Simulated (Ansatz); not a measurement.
## 2H-WS2 monolayer in a perpendicular field

What dipole does a perpendicular field induce in the 2H-WS2 monolayer, and does the gap follow? A positive field points along +c.

Main program and level: Ansatz 0.2.0; plane-wave DFT, LDA, Ansatz PAW, in the first sound run; inputs show where later runs differ.

**Measured values to reproduce.**

“Imaging microscopic electronic contrasts at the interface of single-layer WS2 with oxide and boron nitride substrates” (2019, arxiv:1903.10400) quotes from earlier work for WS2, single layer (single layer on SiO2, quoted from earlier measurement): band gap (quasiparticle band gap) 2.4 eV [literature measured value used as input for band alignment; WS2 supported on SiO2, so …].

## 1. Starting point

The cell holds 3 atoms: 2 S and 1 W. Its edges and angles: a = 3.180 Å, b = 3.180 Å, c = 21.476 Å, α = 90.0°, β = 90.0°, γ = 120.0°. Vacuum lies along c.

## 2. Relaxation

The starting cell is a guess, so the in-plane lattice and the atoms are relaxed first, with the slab cut off from its images along the normal. The program lengthens the vector along the normal by itself, so c and the volume that it reports differ from the typed ones.

File input.yaml:

```yaml
crystal:
  lattice:
    - [3.18, 0.0, 0.0]
    - [-1.59, 2.753960784, 0.0]
    - [0.0, 0.0, 21.4756202324]
  atoms:
    - { symbol: S, position: [0.3333333333, 0.6666666667, 0.4190798637] }
    - { symbol: W, position: [0.0, 0.0, 0.5] }
    - { symbol: S, position: [0.3333333333, 0.6666666667, 0.5809201363] }
  periodic: [true, true, false]
kpoints:
  mp_grid: { grid: [12, 12, 1] }
hamiltonian:
  xc: lda
scf:
  occupations: { method: fermi_dirac, width: 0.05 }
  convergence: { dr2_threshold: 1.0e-09 }
relax:
  f_tol: 0.004
  max_steps: 90
  cell: {}
output:
  write_potential: true
  write_density: true
  volumetric_format: npy
```

The run is started by

```
$ ansatz run input.yaml --threads 2 --pin off --max-ram 3072MiB --backend cpu --events-out ev --progress --plain --runs-dir out
```

Numbers of over 12 decimals in the logs are rounded to 6 here.

The program printed:

```text
Warning: crystal.periodic: the lattice vector that does not repeat stood 0.000° off the slab's normal, 21.476 Å along it as the deck builds it. The run solves the slab on a vector along the normal, 30.751 Å long, with every atom where it was (on the deck's vector they left 18.00 Å outside them, and the widest stretch free of ions among them is 1.74 Å). A fractional position that the run reports is one of the run's ce [...]
Warning: relax.cell: scf.convergence.dr2_threshold = 1e-9 eV is looser than the 1.65205205746e-10 eV advised for a relaxation that steers and ends on the stress (1e-10 eV for each atom of the cell: 3, times the square of relax.cell.stress_2d_tol = 0.05 N/m over 13.5 Å (the atoms' height at the walk's start and 5 Å past either face), 3.710e-2 GPa, over a crystal's default 0.05). What an SCF threshold leaves in a stress goes as its square root, and in the free energy as the threshold itself, and one threshold admits the most on a small cell: [figures from the program's tests cut] Set scf.convergence.dr2_threshold to 1.65205205746e-10 eV or tighter. [rest of the remark cut]
crystal.periodic: the lattice vector that does not repeat stood 0.000° off the slab's normal, 21.476 Å along it as the deck builds it. The run solves the slab on a vector along the normal, 30.751 Å long, with every atom where it was (on the deck's vector they left 18.00 Å outside them, and the widest stretch free of ions among them is 1.74 Å). A fractional position that the run reports is one of the run's cell, which [...]
Engine: ansatz 0.2.0, x86_64-unknown-linux-gnu
Pseudopotentials: kind: paw
Pseudopotential: S, paw, valence charge 6, recommended cutoff 420 eV (normal), S.paw.azcp
Pseudopotential: W, paw, valence charge 14, recommended cutoff 420 eV (normal), W.paw.azcp
Functional definition: SPW92
  exchange = slater_x
  correlation = pw_c
Crystal: 3 atoms, lattice volume = 269.307 Å³
Basis set: ecut = 420 eV, 5287 PW (Γ)
Bands: 17, of which v1, the nominal top of the filled ones, is band 13 counted from 1 (12 counted from 0)
Symmetry: 12 space group operations
Space group: P-6m2 (ITA 187), of the structure as read, at distance tolerance 6.5e-5 Å
k-points: 19 of 144 (time reversal used)
Non-local potential: S, projectors of the file, l = 0: 2, l = 1: 2, l = 2: 2
Non-local potential: W, projectors of the file, l = 0: 3, l = 1: 2, l = 2: 2, l = 3: 1
PAW form: soft (Blöchl's): semilocal exchange-correlation on the pseudo side does not see the compensation charge
PAW frozen core: S, regenerated for the run's functional, and the local potential with it (the file was generated under x = pbe(κ = 0.804, μ = 0.219515), c = pbe(β = 0.066725))
PAW frozen core: W, regenerated for the run's functional, and the local potential with it (the file was generated under x = pbe(κ = 0.804, μ = 0.219515), c = pbe(β = 0.066725))
PAW one-centre angular grid: S, 110 points (default); XC on 64 Gauss nodes
PAW one-centre angular grid: W, 590 points (default); XC on 64 Gauss nodes
Initial density: superposition of atomic densities (neutral atoms: chi_scale 0, normalization atom), corrected by the library's trained network
Initial wavefunctions: pseudopotential atomic-orbital guess
Functional: x = slater, c = lda
SCF iter   1: F=—  HF=-11870.886158 eV  |F-HF|=—  |Δ(HF+E_count)|=         —  Δρ=4.36e-3  dr2=1.02e-1  ethr=1.77e-3  ⟨swp⟩=13.9  Hψ=3102  notcnv=0
preconditioner: auto → Resta (q_TF=auto, 1.848 Å⁻¹)  ε∞=2.5  [insulator: Δε(μ)=1.433 eV  Ē_g=7.867 eV  σ=0.050 eV  W_gap=1.00  n_scr=18 (ndim 8)  ℏωp=9.6 eV  f_vac=0.760  D(μ)=0.00/eV (n_scr^D=0)  ε∞_Penn≈2.5  vacuum switching on, ρ_ref=4.5e-3 e/Å³]
SCF iter   2: F=—  HF=-11870.894218 eV  |F-HF|=—  |Δ(HF+E_count)|=   8.06e-3  Δρ=3.93e-3  dr2=1.37e-1  ethr=3.93e-4  ⟨swp⟩=4.6  Hψ=870  notcnv=0
SCF iter   3: F=—  HF=-11870.876365 eV  |F-HF|=—  |Δ(HF+E_count)|=   1.79e-2  Δρ=1.52e-3  dr2=2.39e-3  ethr=3.93e-4  ⟨swp⟩=2.2  Hψ=465  notcnv=0
SCF iter   4: F=—  HF=-11870.878186 eV  |F-HF|=—  |Δ(HF+E_count)|=   1.82e-3  Δρ=4.99e-4  dr2=1.92e-3  ethr=9.17e-6  ⟨swp⟩=3.5  Hψ=783  notcnv=0
SCF iter   5: F=—  HF=-11870.877919 eV  |F-HF|=—  |Δ(HF+E_count)|=   2.67e-4  Δρ=1.41e-4  dr2=1.10e-4  ethr=7.40e-6  ⟨swp⟩=1.7  Hψ=388  notcnv=0
SCF iter   6: F=—  HF=-11870.877932 eV  |F-HF|=—  |Δ(HF+E_count)|=   1.23e-5  Δρ=9.82e-5  dr2=7.28e-5  ethr=4.25e-7  ⟨swp⟩=3.3  Hψ=744  notcnv=0
SCF iter   7: F=—  HF=-11870.877922 eV  |F-HF|=—  |Δ(HF+E_count)|=   9.17e-6  Δρ=5.57e-5  dr2=2.31e-5  ethr=2.80e-7  ⟨swp⟩=1.4  Hψ=388  notcnv=0
SCF iter   8: F=—  HF=-11870.877916 eV  |F-HF|=—  |Δ(HF+E_count)|=   6.22e-6  Δρ=6.10e-6  dr2=2.65e-7  ethr=8.88e-8  ⟨swp⟩=3.0  Hψ=581  notcnv=0
SCF iter   9: F=—  HF=-11870.877913 eV  |F-HF|=—  |Δ(HF+E_count)|=   2.80e-6  Δρ=1.38e-6  dr2=9.23e-9  ethr=1.02e-9  ⟨swp⟩=3.4  Hψ=689  notcnv=0
SCF iter  10: F=-11870.877913 eV  HF=-11870.877913 eV  |F-HF|=1.24e-10  |Δ(HF+E_count)|=  6.24e-10  Δρ=2.40e-7  dr2=2.15e-10  ethr=3.85e-12  ⟨swp⟩=11.8  Hψ=3300  notcnv=0
SCF 1 converged in 10 iterations: F = -11870.877913 eV  dr2 = 2.15e-10
  greatest PAW one-centre occupation: 1.000 electrons in one spin orbital (limit 2), on the W atom at site 1 (counted from 0), in its partial waves of l = 0
relax step   1: F+E_penalty+E_count = -11870.87791346 eV  Δ(F+E_penalty+E_count) = +0.000e0 eV  max|allowed force component| = 3.131e0 eV/Å  Δτ_max = 0.0000 Å  P = -9.169 N/m  Ω = 269.307 Å³  fix = [c, alpha, beta]  reactions: c -0.000 N/m  (10 SCF iters, accepted)
Crystal: 3 atoms, lattice volume = 265.793 Å³
Basis set: ecut = 420 eV, 5119 PW (Γ)
Initial density: handed on by an earlier stage of this run
Initial wavefunctions: those handed on with the density
iter 1 solved again at ethr=1.01e-3 eV; its pass at ethr=3.10e-3 eV (dr2=2.62e-1 eV) is discarded
SCF iter   1: F=—  HF=-11871.632745 eV  |F-HF|=—  |Δ(HF+E_count)|=         —  Δρ=7.69e-3  dr2=2.80e-1  ethr=1.01e-3  ⟨swp⟩=1.9  Hψ=3347  notcnv=0
preconditioner: auto → Resta (q_TF=auto, 1.852 Å⁻¹)  ε∞=2.2  [insulator: Δε(μ)=1.666 eV  Ē_g=8.767 eV  σ=0.050 eV  W_gap=1.00  n_scr=18 (ndim 8)  ℏωp=9.7 eV  f_vac=0.775  D(μ)=0.00/eV (n_scr^D=0)  ε∞_Penn≈2.2  vacuum switching on, ρ_ref=5.6e-3 e/Å³]
SCF iter   2: F=—  HF=-11871.598172 eV  |F-HF|=—  |Δ(HF+E_count)|=   3.46e-2  Δρ=4.58e-3  dr2=1.48e-1  ethr=1.01e-3  ⟨swp⟩=3.5  Hψ=671  notcnv=0
SCF iter   3: F=—  HF=-11871.573549 eV  |F-HF|=—  |Δ(HF+E_count)|=   2.46e-2  Δρ=2.17e-3  dr2=1.05e-2  ethr=5.68e-4  ⟨swp⟩=2.9  Hψ=674  notcnv=0
SCF iter   4: F=—  HF=-11871.570949 eV  |F-HF|=—  |Δ(HF+E_count)|=   2.60e-3  Δρ=4.44e-4  dr2=6.04e-4  ethr=4.04e-5  ⟨swp⟩=3.4  Hψ=700  notcnv=0
[...]
SCF iter   8: F=—  HF=-11871.570888 eV  |F-HF|=—  |Δ(HF+E_count)|=   1.20e-8  Δρ=2.83e-6  dr2=3.45e-8  ethr=1.39e-9  ⟨swp⟩=3.3  Hψ=722  notcnv=0
SCF iter   9: F=-11871.570888 eV  HF=-11871.570888 eV  |F-HF|=2.22e-10  |Δ(HF+E_count)|=   6.84e-9  Δρ=3.49e-7  dr2=4.21e-10  ethr=3.85e-12  ⟨swp⟩=12.5  Hψ=3336  notcnv=0
SCF 2 converged in 9 iterations: F = -11871.570888 eV  dr2 = 4.21e-10
relax step   2: F+E_penalty+E_count = -11871.57088827 eV  Δ(F+E_penalty+E_count) = -6.930e-1 eV  max|allowed force component| = 1.492e-1 eV/Å  Δτ_max = 0.1968 Å  P = -1.672 N/m  Ω = 265.793 Å³  energy of the carried Pulay correction = +9.133e-5 eV  fix = [c, alpha, beta]  reactions: c -0.000 N/m  (9 SCF iters, accepted)
Crystal: 3 atoms, lattice volume = 258.778 Å³
Basis set: ecut = 420 eV, 5023 PW (Γ)
iter 1 solved again at ethr=2.32e-5 eV; its pass at ethr=3.10e-3 eV (dr2=6.04e-3 eV) is discarded
SCF iter   1: F=—  HF=-11871.584662 eV  |F-HF|=—  |Δ(HF+E_count)|=         —  Δρ=9.67e-4  dr2=7.04e-3  ethr=2.32e-5  ⟨swp⟩=4.1  Hψ=3475  notcnv=0
preconditioner: auto → Resta (q_TF=auto, 1.860 Å⁻¹)  ε∞=2.2  [insulator: Δε(μ)=2.027 eV  Ē_g=8.920 eV  σ=0.050 eV  W_gap=1.00  n_scr=18 (ndim 8)  ℏωp=9.8 eV  f_vac=0.770  D(μ)=0.00/eV (n_scr^D=0)  ε∞_Penn≈2.2  vacuum switching on, ρ_ref=5.8e-3 e/Å³]
SCF iter   2: F=—  HF=-11871.583514 eV  |F-HF|=—  |Δ(HF+E_count)|=   1.15e-3  Δρ=7.58e-4  dr2=2.59e-3  ethr=2.32e-5  ⟨swp⟩=2.8  Hψ=501  notcnv=0
SCF iter   3: F=—  HF=-11871.583121 eV  |F-HF|=—  |Δ(HF+E_count)|=   3.93e-4  Δρ=3.00e-4  dr2=4.76e-4  ethr=9.96e-6  ⟨swp⟩=3.2  Hψ=568  notcnv=0
SCF iter   4: F=—  HF=-11871.583044 eV  |F-HF|=—  |Δ(HF+E_count)|=   7.68e-5  Δρ=1.33e-4  dr2=6.58e-5  ethr=1.83e-6  ⟨swp⟩=2.7  Hψ=494  notcnv=0
SCF iter   5: F=—  HF=-11871.583033 eV  |F-HF|=—  |Δ(HF+E_count)|=   1.13e-5  Δρ=2.31e-5  dr2=1.34e-6  ethr=2.53e-7  ⟨swp⟩=3.3  Hψ=633  notcnv=0
SCF iter   6: F=—  HF=-11871.583034 eV  |F-HF|=—  |Δ(HF+E_count)|=   5.87e-7  Δρ=5.77e-6  dr2=2.48e-7  ethr=5.17e-9  ⟨swp⟩=3.3  Hψ=705  notcnv=0
SCF iter   7: F=—  HF=-11871.583034 eV  |F-HF|=—  |Δ(HF+E_count)|=   2.95e-8  Δρ=1.00e-6  dr2=7.60e-9  ethr=9.53e-10  ⟨swp⟩=3.4  Hψ=616  notcnv=0
SCF iter   8: F=-11871.583034 eV  HF=-11871.583034 eV  |F-HF|=8.37e-11  |Δ(HF+E_count)|=  3.64e-11  Δρ=2.93e-7  dr2=2.37e-10  ethr=3.85e-12  ⟨swp⟩=14.7  Hψ=3127  notcnv=0
SCF 3 converged in 8 iterations: F = -11871.583034 eV  dr2 = 2.37e-10
relax step   3: F+E_penalty+E_count = -11871.58303374 eV  Δ(F+E_penalty+E_count) = -1.215e-2 eV  max|allowed force component| = 2.321e-2 eV/Å  Δτ_max = 0.0236 Å  P = +0.452 N/m  Ω = 258.778 Å³  energy of the carried Pulay correction = +2.773e-4 eV  fix = [c, alpha, beta]  reactions: c +0.000 N/m  (8 SCF iters, accepted)
[...]
relax step   4: F+E_penalty+E_count = -11871.58370791 eV  Δ(F+E_penalty+E_count) = -6.742e-4 eV  max|allowed force component| = 4.173e-3 eV/Å  Δτ_max = 0.0040 Å  P = -0.028 N/m  Ω = 260.179 Å³  energy of the carried Pulay correction = +2.397e-4 eV  fix = [c, alpha, beta]  reactions: c -0.000 N/m  (7 SCF iters, accepted)
[...]
relax step   5: F+E_penalty+E_count = -11871.58371098 eV  Δ(F+E_penalty+E_count) = -3.065e-6 eV  max|allowed force component| = 1.470e-3 eV/Å  Δτ_max = 0.0002 Å  P = +0.004 N/m  Ω = 260.127 Å³  energy of the carried Pulay correction = +2.411e-4 eV  fix = [c, alpha, beta]  reactions: c +0.000 N/m  (5 SCF iters, accepted)
Initial wavefunctions: pseudopotential atomic-orbital guess (no wavefunctions were taken with the density)
iter 1 solved again at ethr=2.48e-7 eV; its pass at ethr=3.10e-3 eV (dr2=6.45e-5 eV) is discarded
SCF iter   1: F=—  HF=-11871.583439 eV  |F-HF|=—  |Δ(HF+E_count)|=         —  Δρ=1.93e-5  dr2=1.23e-7  ethr=2.48e-7  ⟨swp⟩=6.8  Hψ=5099  notcnv=0
SCF iter   2: F=—  HF=-11871.583441 eV  |F-HF|=—  |Δ(HF+E_count)|=   2.10e-6  Δρ=9.72e-6  dr2=3.04e-8  ethr=4.74e-10  ⟨swp⟩=4.5  Hψ=928  notcnv=0
SCF iter   3: F=—  HF=-11871.583441 eV  |F-HF|=—  |Δ(HF+E_count)|=   7.74e-9  Δρ=8.77e-7  dr2=2.26e-9  ethr=1.17e-10  ⟨swp⟩=2.5  Hψ=581  notcnv=0
SCF iter   4: F=-11871.583441 eV  HF=-11871.583441 eV  |F-HF|=4.13e-10  |Δ(HF+E_count)|=  6.11e-10  Δρ=2.90e-7  dr2=4.52e-10  ethr=3.85e-12  ⟨swp⟩=18.6  Hψ=3435  notcnv=0
SCF 6 converged in 4 iterations: F = -11871.583441 eV  dr2 = 4.52e-10
relax step   6: F+E_penalty+E_count = -11871.58344075 eV  Δ(F+E_penalty+E_count) = +2.702e-4 eV  max|allowed force component| = 1.588e-3 eV/Å  Δτ_max = 0.0000 Å  P = +0.005 N/m  Ω = 260.127 Å³  fix = [c, alpha, beta]  reactions: c +0.000 N/m  stress off target by 4.99e-3 N/m on what of the cell is left free  SCF on the basis re-selected at this cell (its energy is not comparable with the rows above)  (4 SCF iters)
basis re-selected at this cell: Δ(F+E_penalty+E_count) = +2.702e-4 eV, ΔP = +0.001 N/m vs the last step (what re-selecting the basis moved, of the pressure what is left beyond the Pulay correction that the steps carried, after the strain that the cell walked since its last selection, with what the two solves' SCF thresholds leave and, on support functions, any second-order correction that the steps lacked; it is no m [...]
WARN: The output density's exchange-correlation potential varies sharply where the density is thin. Do not read a vacuum level from v_tot or v_xc, or from such a field of the output density. On a cell that repeats whose density bears no net charge and no dipole along the vacuum's axis use v_es (v_loc + v_h of the components); under efield.dipole_correction with no amplitude use v_es + v_field, which holds any externa [...]
SCF converged after 4 iterations
Free energy (F): -11871.583441 eV
Harris-Foulkes:  -11871.583441 eV  (|F-HF|=4.13e-10)
Internal energy: -11871.583441 eV  (E = F + TS)
E sigma→0 (E₀):  -11871.583441 eV
Fermi energy:    -4.973485 eV
--- Per-component energies (eV) ---
  E_band       = -628.351041
  E_kinetic    = 669.990051
  E_local      = -46852.558269  (includes V_loc(G=0)·N_el)
  E_nonlocal   = 65.257316
  E_hartree    = 23023.698391
  E_xc         = -459.455212
  E_vxc        = -416.838639  (∫ρ·V_xc dr)
  E_paw        = -9447.480042  (= ΣΔE_a)
  E_vpaw       = -141.600581  (= ΣTr[D̂ρ^β])
  E_aug_tail   = -0.000067  (compensation charges beyond the density's cutoff)
  E_ewald      = 21128.374844
  E_core_change = 0.589548  (= ΣΔE_core)
  E_smearing   = -0.000000  (= −TS)
  E_closure    = 0.000000  (closes the sum)
  Σ components = -11871.583441   (vs F -11871.583441, Δ=0.00e0)
--- Forces (eV/Å), atoms counted from 1 ---
  atom   1  S     -0.00000000     0.00000000    -0.00158850
  atom   2  W      0.00000000    -0.00000000     0.00000000
  atom   3  S     -0.00000000     0.00000000     0.00158850
  max |Σ_I F_I| component: 9.25e-18 eV/Å
--- 2D stress c σ (N/m, compression-positive) ---
        0.004987       0.000000      -0.000000
        0.000000       0.004987      -0.000000
       -0.000000      -0.000000       0.000000
  P = ½ c Tr σ = 0.0050 N/m
--- Band table (eV; the first three rows and the last of 19) ---
  k-point 0: bands = [... 9 lower, -8.1464, -7.5030, -7.5030, -6.1014, -2.8917, -2.8917, -2.6974, -2.6974]
  k-point 1: bands = [... 9 lower, -8.5479, -7.6963, -7.3078, -6.1434, -3.0346, -3.0097, -2.8127, -2.6630]
  k-point 2: bands = [... 9 lower, -8.3495, -8.1443, -7.2978, -6.3759, -3.5340, -3.0608, -3.0161, -2.1431]
  k-point 18: bands = [... 9 lower, -9.8079, -9.2482, -8.3237, -5.9454, -3.9587, -2.6493, -1.7056, -0.0568]
--- Relaxed structure (5 steps of the walk, 5 accepted, 1 SCFs on fresh bases) ---
  F+E_penalty+E_count = -11871.58344075 eV   max|allowed force component| = 1.588e-3 eV/Å   (the final SCF, on the basis selected at the relaxed cell)
  cell:  # Å, volume = 260.1267 Å³
    - [3.125330, 0, 0]
    - [-1.562665, 2.706615, 0]
    - [0, 0, 30.751240]
  atoms:
    - { symbol: S, position: [0.333333, 0.666667, 0.298438] }
    - { symbol: W, position: [-2.4671622769088833e-17, 1.6447748509494768e-17, 0.349183] }
    - { symbol: S, position: [0.333333, 0.666667, 0.399928] }
```

The job ended after 34 s (2 threads of Intel Xeon Platinum 8488C (Sapphire Rapids), shared host; peak memory 0.51 GiB).

The steps of the relaxation:

```
step  energy less that of the first step (eV)  largest force component (eV/Å)  volume (Å³)
   1                                   0.0000                          3.1313       269.31
   2                                  -0.6930                          0.1492       265.79
   3                                  -0.7051                          0.0232       258.78
   4                                  -0.7058                          0.0042       260.18
   5                                  -0.7058                          0.0015       260.13
  6*                                  -0.7055                          0.0016       260.13
```

Relaxation steps marked * repeat the geometry before them on a plane-wave basis chosen anew for their cell, so energy and pressure can jump there.

The run keeps the 12 symmetry operations that it works with, so distortions that break them were not tested.

```
cell as run  before  after  change
      a (Å)   3.180  3.125  -1.7 %
      b (Å)   3.180  3.125  -1.7 %
```

The atoms that moved most (Å, along periodic axes as changes of fractional coordinates times the final cell, across vacuum about the mean position):

```
atom     dx     dy      dz  length
  S1  0.000  0.000   0.177   0.177
  S3  0.000  0.000  -0.177   0.177
```

Final coordinates:

```xyz
3
Lattice="3.1253 0.0000 0.0000 -1.5627 2.7066 0.0000 0.0000 0.0000 30.7512" Properties=species:S:1:pos:R:3
S     0.0000    1.8044    9.1773
W     0.0000    0.0000   10.7378
S     0.0000    1.8044   12.2983
```

This step gave:

```
gap on the k-mesh : 1.987 eV
```

The lattice constant a goes from 3.180 to 3.125 Å.

(Part 1 of 4 ends here.)

[Logs are printed without paths, hosts, clocks, repeated set-up lines and the standing remarks that a program may print on its own settings, such as how far it seeks lower states.]

[Hosts, paths, dates, database ids (printed as entryN), source tags and the programs' standing remarks are cut or masked in the printed files.]

[Maps of the electrostatic potential energy from Ansatz leave out the sawtooth potential of an applied field or a dipole correction, so their vacuum need not be flat; planar profiles and work functions include it.]
